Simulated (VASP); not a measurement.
A run of VASP 6.6.1 is set up as follows.

File POSCAR:

```
Ge
1.0
    0.0000000000      2.8572900000      2.8077825000
    2.8572900000      0.0000000000      2.8077825000
    2.8572900000      2.8572900000      0.0000000000
Ge
2
Direct
    0.0000000000      0.0000000000      0.0000000000
    0.2500000000      0.2500000000      0.2500000000
```

The input INCAR.step1:

```
ALGO     = Normal         # electronic algorithm
EDIFF    = 1E-5           # SCF threshold, eV
ENCUT    = 520            # plane-wave cutoff, eV
GGA      = PE             # functional
GGA_COMPAT= F            
ISIF     = 2              # what is computed and relaxed
ISMEAR   = 0              # smearing method
LASPH    = T              # aspherical terms in the spheres
LCHARG   = F              # write CHGCAR
LORBIT   = 11             # projections on sites
LREAL    = F              # projectors in reciprocal space
LSORBIT  = T              # spin-orbit coupling
LWAVE    = T              # write WAVECAR
MAGMOM   = 0 0 0 0 0 0    # initial moments
NBANDS   = 40             # bands
NELM     = 60             # most SCF steps
PREC     = Accurate       # precision mode
SIGMA    = 0.02           # smearing width, eV
```

File INCAR.step2:

```
ALGO     = Normal         # electronic algorithm
EDIFF    = 1E-6           # SCF threshold, eV
ENCUT    = 520            # plane-wave cutoff, eV
GGA_COMPAT= F            
ISIF     = 2              # what is computed and relaxed
ISMEAR   = 0              # smearing method
ISTART   = 1            
LASPH    = T              # aspherical terms in the spheres
LCHARG   = F              # write CHGCAR
LORBIT   = 11             # projections on sites
LREAL    = F              # projectors in reciprocal space
LSORBIT  = T              # spin-orbit coupling
LWAVE    = F              # write WAVECAR
MAGMOM   = 0 0 0 0 0 0    # initial moments
METAGGA  = MBJ            # meta-GGA
NBANDS   = 40             # bands
NELM     = 60             # most SCF steps
PREC     = Accurate       # precision mode
SIGMA    = 0.02           # smearing width, eV
```

File KPOINTS:

```
k-points
0
Gamma
  8 8 8
```

Potentials or basis: VASP PAW PBE potentials, release 64 (Ge_d).

Run with:

```sh
$ cat potpaw_PBE.64/Ge_d/POTCAR > POTCAR
$ cp INCAR.step1 INCAR
$ mpirun -np 1 vasp_ncl > vasp.out
$ cp INCAR.step2 INCAR
$ mpirun -np 1 vasp_ncl > vasp.out
```

Task: What does it give for the net moment?

Result: 0.00 μB per cell.

Moments on the atoms (μB; x, y, z):
```
Ge  0.00 0.00 0.00
Ge  0.00 0.00 0.00
```
